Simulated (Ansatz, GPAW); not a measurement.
This is a calculation of KBr for Ansatz 0.2.0. 

File input.yaml:

```yaml
crystal:
  lattice:
    - [0.0, 3.3, 3.3]
    - [3.3, 0.0, 3.3]
    - [3.3, 3.3, 0.0]
  atoms:
    - { symbol: Br, position: [0.5, 0.5, 0.5] }
    - { symbol: K, position: [0.0, 0.0, 0.0] }
kpoints:
  mp_grid: { grid: [7, 7, 7] }
scf:
  occupations: { method: gaussian, width: 0.028 }
hamiltonian:
  xc: pbe
  pseudopotentials: { kind: all_electron, lapw: { basis_error: 0.001 } }
output:
  forces: true
  stress: true
  eigenvalues: true
```

Potentials or basis: all-electron LAPW, scalar-relativistic.

Run with:

```sh
$ ansatz run input.yaml --threads 1 --pin off --max-ram 3072MiB --backend cpu --events-out ev --progress --plain --runs-dir out
```

**Question.** Translate it to GPAW 26.7.0 (ASE script). Potentials or basis there: GPAW PAW data sets (gpaw-data 1.2.1), cutoff 600 eV.

**Answer.** As run (cutoffs and basis follow the program's own potentials, and thresholds, step limits or extra output files can differ):

run.py

```python
from ase.dft.bandgap import bandgap
from ase.io import read, write
from ase.units import GPa
from gpaw import GPAW, PW

atoms = read('POSCAR')

calc = GPAW(mode=PW(600),
            xc='PBE',
            kpts={'size': (7, 7, 7), 'gamma': True},
            occupations={'name': 'methfessel-paxton', 'order': 0, 'width': 0.028000000000000004},
            nbands=16,
            convergence={'density': 1e-05, 'energy': 1e-05},
            maxiter=150,
            txt='gpaw.txt')
atoms.calc = calc
energy = atoms.get_potential_energy()
forces = atoms.get_forces()
stress = atoms.get_stress()
calc.write('gs.gpw')
write('result.traj', atoms)
print(f'Energy: {energy:.6f} eV')
print('Forces (eV/A):')
print(forces.round(4))
print('Stress (GPa):', (stress / GPa).round(3))
print('Fermi level:', round(calc.get_fermi_level(), 4), 'eV')
print(f'Gap: {bandgap(calc)[0]:.4f} eV, direct: {bandgap(calc, direct=True)[0]:.4f} eV')
```

File POSCAR:

```
KBr
1.0
    0.0000000000      3.3000000000      3.3000000000
    3.3000000000      0.0000000000      3.3000000000
    3.3000000000      3.3000000000      0.0000000000
Br K
1 1
Direct
    0.5000000000      0.5000000000      0.5000000000
    0.0000000000      0.0000000000      0.0000000000
```

Potentials or basis: GPAW PAW data sets (gpaw-data 1.2.1), pw.

Launch:

```sh
$ OMP_NUM_THREADS=1 python run.py
```

Both were run:

|  | Ansatz | GPAW |
| --- | --- | --- |
| Pressure | 0.7 GPa | 0.7 GPa |

Where Ansatz's input types no cutoff or centring, it takes its own default and a Γ-centred mesh.

Pressure is positive in compression.
